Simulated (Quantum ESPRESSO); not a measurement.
Au:

```
Au
1.0
     0.00000    2.03500    2.03500
     2.03500    0.00000    2.03500
     2.03500    2.03500    0.00000
Au
1
Direct
  0.00000 0.00000 0.00000
```

* Program: Quantum ESPRESSO 7.5
* Task: phonon dispersion
* Functional: PBEsol
* Potentials or basis: PseudoDojo 0.4.1 SR PBEsol standard
* Cutoff: 1034 eV
* Density cutoff: 4136 eV
* k mesh: 8 × 8 × 8
* Occupations: cold, width 0.2 eV
* Spin: no spin polarisation
* Mixing beta: 0.5
* Most SCF iterations: 120
* SCF threshold: 2e-10 Ry
* q mesh: 2 × 2 × 2

The cell and the atoms were relaxed first, to 17.07 Å³/atom (a = 2.890 Å, b = 2.890 Å, c = 2.890 Å, α = 60.00°, β = 60.00°, γ = 60.00°), and the response was taken there.

Is this structure dynamically stable at this level, and how far does the spectrum reach?

Yes, as far as this q mesh shows: no mode on the path is imaginary. The highest frequency is 153 cm⁻¹.

Phonon frequencies at the corners of the path (cm⁻¹, interpolated; i marks imaginary ones):
```
point  frequencies
    Γ        0 0 0
    X    81 81 148
    W   84 121 121
    K   74 110 134
    L    59 59 153
    U   74 110 134
```

Harmonic thermodynamics per atom at this volume (zero-point energy 17.0 meV, Debye temperature from the second moment 180 K):
| T (K) | free energy (meV) | entropy (k_B) | heat capacity Cv (k_B) |
| --- | --- | --- | --- |
| 50 | 15.4 | 1.09 | 1.76 |
| 100 | 7.3 | 2.62 | 2.57 |
| 200 | -24.4 | 4.53 | 2.88 |
| 298.15 | -67.9 | 5.70 | 2.95 |
| 500 | -181.5 | 7.23 | 2.98 |
| 800 | -388.1 | 8.64 | 2.99 |

Phonon states per cell in windows of 10 cm⁻¹ (negative: imaginary):
| from (cm⁻¹) | total |
| --- | --- |
| 0 | 0.00 |
| 10 | 0.01 |
| 20 | 0.03 |
| 30 | 0.06 |
| 40 | 0.12 |
| 50 | 0.26 |
| 60 | 0.44 |
| 70 | 0.46 |
| 80 | 0.25 |
| 90 | 0.21 |
| 100 | 0.20 |
| 110 | 0.14 |
| 120 | 0.17 |
| 130 | 0.48 |
| 140 | 0.16 |
| 150 | 0.00 |

A q mesh this small can miss soft modes between its points.

Caveat: the k mesh is coarse; the mesh is thin for the phonons of a metal; the q mesh is small, so phonon branches between its points and thermal values are rough.
